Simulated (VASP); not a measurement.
# Line-ups at interfaces of AlN

How do the bands of GaN, SiC and ZnO, strained to AlN, line up with those of AlN?

Main program and level: VASP 6.6.1; LDA; plane waves and PAW (Al, N), in the first sound run; inputs show where later runs differ.

### 1. The structure

It takes space group P6_3mc (No. 186, hexagonal). Conventional cell: a = 3.092 Å, b = 3.092 Å, c = 4.949 Å, α = 90.00°, β = 90.00°, γ = 120.00°. Al has 4 N at 1.88 to 1.89 Å nearest. Nearest to N lie 4 Al at 1.88 to 1.89 Å. Farther neighbours and most contacts between anions are not listed.

Coordinates:

```cif
data_structure
_symmetry_space_group_name_H-M 'P 1'
_symmetry_Int_Tables_number 1
_cell_length_a 3.0916
_cell_length_b 4.9492
_cell_length_c 5.3548
_cell_angle_alpha 90.000
_cell_angle_beta 90.000
_cell_angle_gamma 90.000
_cell_volume 81.94
loop_
_atom_site_label
_atom_site_type_symbol
_atom_site_fract_x
_atom_site_fract_y
_atom_site_fract_z
_atom_site_occupancy
Al1 Al 0.00000 0.00007 0.00000 1
Al2 Al 0.50000 0.00007 0.50000 1
Al3 Al 0.00000 0.50007 0.33333 1
Al4 Al 0.50000 0.50007 0.83333 1
N5 N 0.00000 0.38193 0.00000 1
N6 N 0.50000 0.38193 0.50000 1
N7 N 0.00000 0.88193 0.33333 1
N8 N 0.50000 0.88193 0.83333 1
```

### 2. Relax the substrate crystal, LDA

The substrate sets the in-plane lattice.

Level: LDA; plane waves and PAW (Al, N).

File INCAR:

```
SYSTEM = AlN
PREC = Accurate
ENCUT = 520
EDIFF = 1E-07
NELM = 120
ISMEAR = 0
SIGMA = 0.02
LREAL = .FALSE.
ALGO = Normal
GGA = CA
NBANDS = 24
LASPH = .TRUE.
LORBIT = 11
LWAVE = .FALSE.
LCHARG = .FALSE.
KPAR = 24
IBRION = 2
NSW = 40
ISIF = 3
EDIFFG = -0.005
POTIM = 0.4
```

File POSCAR:

```
AlN
1.0
    3.0916241273      0.0000000000      0.0000000000
    0.0000000000      4.9492496469      0.0000000000
    0.0000000000      0.0000000000      5.3548390480
Al N
4 4
Direct
    0.0000000000      0.0000708379      0.9999999620
    0.5000000000      0.0000708379      0.4999999620
    0.0000000000      0.5000708379      0.3333333710
    0.5000000000      0.5000708379      0.8333333710
    0.0000000000      0.3819291621      0.9999992509
    0.5000000000      0.3819291621      0.4999992509
    0.0000000000      0.8819291621      0.3333340821
    0.5000000000      0.8819291621      0.8333340821
```

File KPOINTS:

```
Automatic mesh
0
Gamma
9 6 5
0 0 0
```

The projector-augmented-wave data sets are Al and N (LDA family, release 64).

Run with:

```sh
> mpirun -np 24 vasp_std
```

Log:

```text
[banner, memory and clock lines left out]
running   24 mpi-ranks, on    1 nodes
[...]
|                                                                             |
|           W    W    AA    RRRRR   N    N  II  N    N   GGGG   !!!           |
|           W    W   A  A   R    R  NN   N  II  NN   N  G    G  !!!           |
|           W    W  A    A  R    R  N N  N  II  N N  N  G       !!!           |
|           W WW W  AAAAAA  RRRRR   N  N N  II  N  N N  G  GGG   !            |
|           WW  WW  A    A  R   R   N   NN  II  N   NN  G    G                |
|           W    W  A    A  R    R  N    N  II  N    N   GGGG   !!!           |
|                                                                             |
|     For optimal performance we recommend to set                             |
|       NCORE = 2 up to number-of-cores-per-socket                            |
|     NCORE specifies how many cores store one orbital (NPAR=cpu/NCORE).      |
|     This setting can greatly improve the performance of VASP for DFT.       |
[...]
|     Unfortunately you need to use the default for GW and RPA                |
|     calculations (for HF NCORE is supported but not extensively tested      |
|     yet).                                                                   |
|                                                                             |

 LDA part: xc-table for (Slater(with rela. corr.)+CA(PZ))
 , standard interpolation
 POSCAR, INCAR and KPOINTS ok, starting setup
[...]
entering main loop
       N       E                     dE             d eps       ncg     rms          rms(c)
DAV:   1     0.107451318749E+03    0.10745E+03   -0.14762E+04  2888   0.118E+03
DAV:   2    -0.671802372158E+02   -0.17463E+03   -0.16419E+03  3984   0.233E+02
DAV:   3    -0.758797410513E+02   -0.86995E+01   -0.86607E+01  3840   0.541E+01
DAV:   4    -0.759469236475E+02   -0.67183E-01   -0.67168E-01  3416   0.562E+00
[...]
DAV:  12    -0.656827501152E+02    0.14981E-06   -0.27738E-06  3624   0.986E-03    0.884E-03
DAV:  13    -0.656827496294E+02    0.48587E-06   -0.26773E-06  3512   0.894E-03    0.840E-04
DAV:  14    -0.656827496371E+02   -0.76800E-08   -0.52158E-08  2032   0.141E-03
   1 F= -.65682750E+02 E0= -.65682750E+02  d E =-.656827E+02
[...]
reached required accuracy - stopping structural energy minimisation
```

Run time: 13 s. Hardware: 24 MPI ranks of AMD EPYC 7R43, shared host; peak memory 5 GiB; 4.3 min of CPU time.

Lines that name or quote the potential files are left out of all logs, and their timing lines are given in words.

OUTCAR, selected parts (step 2):

```text
  Total       -0.0053703     -0.0061983     -0.0056952      0.0000000      0.0000000      0.0000000
  in kB       -0.1050116     -0.1212014     -0.1113651      0.0000000      0.0000000      0.0000000
  external PRESSURE =      -0.1125260 kB  Pullay stress =       0.0000000 kB

 POSITION                                       TOTAL-FORCE (eV/Angst)
 -----------------------------------------------------------------------------------
      0.00000      0.00035      5.35484        -0.000000     -0.003841      0.000028
      1.54581      0.00035      2.67742        -0.000000     -0.003841      0.000028
      0.00000      2.47498      1.78495        -0.000000     -0.003841     -0.000028
      1.54581      2.47498      4.46237        -0.000000     -0.003841     -0.000028
      0.00000      1.89026      5.35484        -0.000000      0.003841     -0.000032
      1.54581      1.89026      2.67742         0.000000      0.003841     -0.000032
      0.00000      4.36489      1.78495        -0.000000      0.003841      0.000032
      1.54581      4.36489      4.46237         0.000000      0.003841      0.000032
 -----------------------------------------------------------------------------------
    total drift:                                0.000000     -0.001205     -0.000003

  FREE ENERGIE OF THE ION-ELECTRON SYSTEM (eV)
  ---------------------------------------------------
  free  energy   TOTEN  =       -65.6827496371 eV

  energy  without entropy=      -65.6827496371  energy(sigma->0) =      -65.68274964

 reached required accuracy - stopping structural energy minimisation

[... 3 further parts left out ...]
[key lines of the parts left out:]
E-fermi :   6.1877
```

This run gave:

| Quantity | Value |
| --- | --- |
| energy(sigma→0) of the program | -65.6827 eV |
| stress, compression positive | xx, yy, zz -0.01, -0.01, -0.01 GPa |
| volume | 81.936 Å³ |
| ionic steps | 1 |

### 3. Bulk band edges, LDA

A bulk run places the substrate's levels against the mean potential at its cores.

Level: LDA; plane waves and PAW (Al, N).

File INCAR:

```
SYSTEM = AlN
PREC = Accurate
ENCUT = 520
EDIFF = 1E-06
NELM = 100
ISMEAR = 0
SIGMA = 0.02
LREAL = .FALSE.
ALGO = Normal
GGA = CA
NBANDS = 22
LASPH = .TRUE.
LWAVE = .FALSE.
LCHARG = .FALSE.
KPAR = 24
```

POSCAR is that of step 2.

KPOINTS is that of step 2.

File KPOINTS_OPT:

```
Line mode
6
Line-mode
Reciprocal
  0.05000000   0.00000000   0.00000000
  0.49500000   0.00000000   0.00000000

  0.49500000   0.00000000   0.49500000
  0.49500000   0.49500000   0.49500000
```

Run with:

```sh
> mpirun -np 24 vasp_std
```

Log:

```text
[banner, memory and clock lines left out]
running   24 mpi-ranks, on    1 nodes
[...]
[... a notice as in an earlier step ...]

 LDA part: xc-table for (Slater(with rela. corr.)+CA(PZ))
 , standard interpolation
 POSCAR, INCAR and KPOINTS ok, starting setup
[...]
entering main loop
       N       E                     dE             d eps       ncg     rms          rms(c)
DAV:   1     0.115077089112E+03    0.11508E+03   -0.14909E+04  2656   0.129E+03
DAV:   2    -0.667397190672E+02   -0.18182E+03   -0.17261E+03  3686   0.247E+02
DAV:   3    -0.758661563865E+02   -0.91264E+01   -0.90860E+01  3348   0.595E+01
DAV:   4    -0.759465632517E+02   -0.80407E-01   -0.80361E-01  3228   0.645E+00
[...]
DAV:  10    -0.656828245914E+02   -0.22260E-03   -0.12888E-03  3198   0.193E-01    0.123E-01
DAV:  11    -0.656827495843E+02    0.75007E-04   -0.29067E-04  3264   0.999E-02    0.223E-02
DAV:  12    -0.656827500398E+02   -0.45547E-06   -0.28967E-06  2702   0.114E-02
   1 F= -.65682750E+02 E0= -.65682750E+02  d E =-.101064E-12
 Start KPOINTS_OPT (optional k-point list driver)
k-point batch [1-12\12]
       N       E                     dE             ncg
DAV:   1     0.526688683786E+04   -0.92877E+04      528
DAV:   2     0.346619833440E+04   -0.18007E+04      748
DAV:   3     0.337200801667E+04   -0.94190E+02      648
DAV:   4     0.337108316784E+04   -0.92485E+00      630
DAV:   5     0.337106821247E+04   -0.14955E-01      666
DAV:   6     0.337106779096E+04   -0.42151E-03      636
DAV:   7     0.337106777589E+04   -0.15070E-04      672
DAV:   8     0.337106777532E+04   -0.56620E-06      476
```

It took 13 s on 24 MPI ranks; peak memory 6.2 GiB; 4.3 min of CPU time.

Parts of OUTCAR (step 3):

```text
  LATTYP: Found a simple orthorhombic cell.
 ALAT       =     3.0916241273
 B/A-ratio  =     1.6008574921
 C/A-ratio  =     1.7320472436

 Subroutine GETGRP returns: Found  4 space group operations
 (whereof  2 operations were pure point group operations)

The static configuration has the point symmetry C_1h.
 The point group associated with its full space group is C_2v.

 Found     60 irreducible k-points:

   k-points           NKPTS =     60   k-points in BZ     NKDIM =     60   number of bands    NBANDS=     22

   dimension x,y,z NGX =    24 NGY =   40 NGZ =   40
   dimension x,y,z NGXF=    48 NGYF=   80 NGZF=   80

   ENCUT  =  520.0 eV  38.22 Ry    6.18 a.u.   5.75  9.20  9.96*2*pi/ulx,y,z

   NELECT =      32.0000    total number of electrons

 E-fermi :   6.1713

 k-point     1 :       0.0000    0.0000    0.0000
  band No.  band energies     occupation
    ...
     12       5.1984      2.00000
     13       5.3750      2.00000
     14       5.8585      2.00000
     15       5.8585      2.00000
     16       6.0822      2.00000
     17      10.4805      0.00000
     18      11.7999      0.00000
     19      11.8006      0.00000
     20      12.7898      0.00000
     21      14.3267      0.00000
    ...

 k-point     2 :       0.1111    0.0000    0.0000
  band No.  band energies     occupation
    ...
     12       4.9429      2.00000
     13       4.9505      2.00000
     14       5.4086      2.00000
     15       5.8167      2.00000
     16       6.0293      2.00000
     17      11.0016      0.00000
     18      11.6723      0.00000
     19      12.4839      0.00000
     20      13.2669      0.00000
     21      14.6411      0.00000
    ...

  Total       -0.0229574     -0.0234282     -0.0233824      0.0000000      0.0000000      0.0000000
  in kB       -0.4489119     -0.4581178     -0.4572219      0.0000000      0.0000000      0.0000000
  external PRESSURE =      -0.4547505 kB  Pullay stress =       0.0000000 kB

 POSITION                                       TOTAL-FORCE (eV/Angst)
 -----------------------------------------------------------------------------------
      0.00000      0.00035      5.35484        -0.000000     -0.003824      0.000030
      1.54581      0.00035      2.67742        -0.000000     -0.003824      0.000030
      0.00000      2.47498      1.78495        -0.000000     -0.003824     -0.000030
      1.54581      2.47498      4.46237        -0.000000     -0.003824     -0.000030
      0.00000      1.89026      5.35484         0.000000      0.003824     -0.000026
      1.54581      1.89026      2.67742         0.000000      0.003824     -0.000026
      0.00000      4.36489      1.78495         0.000000      0.003824      0.000026
      1.54581      4.36489      4.46237         0.000000      0.003824      0.000026
 -----------------------------------------------------------------------------------
    total drift:                                0.000000     -0.001358     -0.000003

  FREE ENERGIE OF THE ION-ELECTRON SYSTEM (eV)
  ---------------------------------------------------
  free  energy   TOTEN  =       -65.6827500398 eV

  energy  without entropy=      -65.6827500398  energy(sigma->0) =      -65.68275004

[... 1 part as in an earlier step ...]

[... 7 further parts left out ...]
```

Read from the output:

```
energy(sigma→0) of the program : -65.6828 eV
stress, compression positive   : xx, yy, zz -0.04, -0.05, -0.05 GPa
```

The run ends at a pressure of -0.05 GPa, with forces up to 0.0038 eV/Å.

### 4. Bulk band edges, HSE06

At this level only the shift of the substrate's edges against the mean potential of the cell is used.

Level: HSE06; plane waves and PAW (Al, N).

File INCAR:

```
SYSTEM = AlN
PREC = Accurate
ENCUT = 520
EDIFF = 1E-06
NELM = 100
ISMEAR = 0
SIGMA = 0.02
LREAL = .FALSE.
ALGO = Normal
LHFCALC = .TRUE.
AEXX = 0.25
GGA = PE
HFSCREEN = 0.2
LASPH = .TRUE.
NBANDS = 22
PRECFOCK = Fast
LWAVE = .FALSE.
LCHARG = .FALSE.
KPAR = 4
```

POSCAR is that of step 3.

File KPOINTS:

```
Automatic mesh
0
Gamma
5 3 3
0 0 0
```

KPOINTS_OPT is that of step 3.

Run with:

```sh
> mpirun -np 24 vasp_std
```

Log:

```text
[banner, memory and clock lines left out]
running   24 mpi-ranks, on    1 nodes
[...]
[... a notice as in an earlier step ...]

|                                                                             |
|               ----> ADVICE to this user running VASP <----                  |
|                                                                             |
|     You enforced a specific xc type in the INCAR file but a different       |
|     [... a line on the potential file left out ...]
|     I HOPE YOU KNOW WHAT YOU ARE DOING!                                     |
|                                                                             |

 LDA part: xc-table for (Slater+PW92), standard interpolation
|                                                                             |
|           W    W    AA    RRRRR   N    N  II  N    N   GGGG   !!!           |
|           W    W   A  A   R    R  NN   N  II  NN   N  G    G  !!!           |
|           W    W  A    A  R    R  N N  N  II  N N  N  G       !!!           |
[...]
DAV:   1    -0.700188347261E+02   -0.70019E+02   -0.29872E+00   576   0.111E+01    0.133E+01
DAV:   2    -0.700658484075E+02   -0.47014E-01   -0.43931E-01   612   0.397E+00    0.138E+01
DAV:   3    -0.700576898823E+02    0.81585E-02   -0.18683E-02   864   0.820E-01    0.898E+00
DAV:   4    -0.700562391969E+02    0.14507E-02   -0.31330E-03   804   0.265E-01    0.544E+00
[...]
DAV:   9    -0.700551685690E+02    0.78002E-05   -0.28034E-06   708   0.117E-02    0.367E-01
DAV:  10    -0.700551661230E+02    0.24460E-05   -0.93325E-07   624   0.732E-03    0.214E-01
DAV:  11    -0.700551656167E+02    0.50629E-06   -0.40067E-07   612   0.515E-03
   1 F= -.70055166E+02 E0= -.70055166E+02  d E =-.171178E-25
 Start KPOINTS_OPT (optional k-point list driver)
k-point batch [1-12\12]
       N       E                     dE             ncg
DAV:   1     0.177879797716E+04   -0.95418E+04      576
DAV:   2    -0.234572899646E+02   -0.18023E+04      708
DAV:   3    -0.180812598278E+03   -0.15736E+03      792
DAV:   4    -0.183186677429E+03   -0.23741E+01      816
DAV:   5    -0.183205746627E+03   -0.19069E-01      744
DAV:   6    -0.183206006644E+03   -0.26002E-03      720
DAV:   7    -0.183206013324E+03   -0.66795E-05      720
DAV:   8    -0.183206013509E+03   -0.18533E-06      564
```

Run time: 2 min. Hardware: 24 MPI ranks; peak memory 6.1 GiB.

Parts of OUTCAR (step 4):

```text
 POSITION                                       TOTAL-FORCE (eV/Angst)
 -----------------------------------------------------------------------------------
      0.00000      0.00035      5.35484        -0.000000     -0.006914     -0.001510
      1.54581      0.00035      2.67742         0.000000     -0.006914     -0.001510
      0.00000      2.47498      1.78495         0.000000     -0.006914      0.001510
      1.54581      2.47498      4.46237         0.000000     -0.006914      0.001510
      0.00000      1.89026      5.35484         0.000000      0.006914     -0.002216
      1.54581      1.89026      2.67742         0.000000      0.006914     -0.002216
      0.00000      4.36489      1.78495         0.000000      0.006914      0.002216
      1.54581      4.36489      4.46237         0.000000      0.006914      0.002216
 -----------------------------------------------------------------------------------
    total drift:                               -0.000003     -0.000923     -0.000048

  FREE ENERGIE OF THE ION-ELECTRON SYSTEM (eV)
  ---------------------------------------------------
  free  energy   TOTEN  =       -70.0551656167 eV

  energy  without entropy=      -70.0551656167  energy(sigma->0) =      -70.05516562

[... 1 part as in an earlier step ...]

[... 2 further parts left out ...]
[key lines of the parts left out:]
E-fermi :   5.5657
```

Numbers from this step:

* energy(sigma→0) of the program: -70.0552 eV

[end of part 1 of 3]

[Lines on the potential files, build, host, timing and source positions are cut from VASP's logs without a mark.]

[Logs are printed without paths, hosts, clocks, repeated set-up lines and the standing remarks that a program may print on its own settings, such as how far it seeks lower states.]

[Hosts, paths, dates, database ids (printed as entryN), source tags and the programs' standing remarks are cut or masked in the printed files.]

[In band tables of VASP the shares of atoms and orbitals are scaled to a sum of 1 inside the atoms' spheres.]
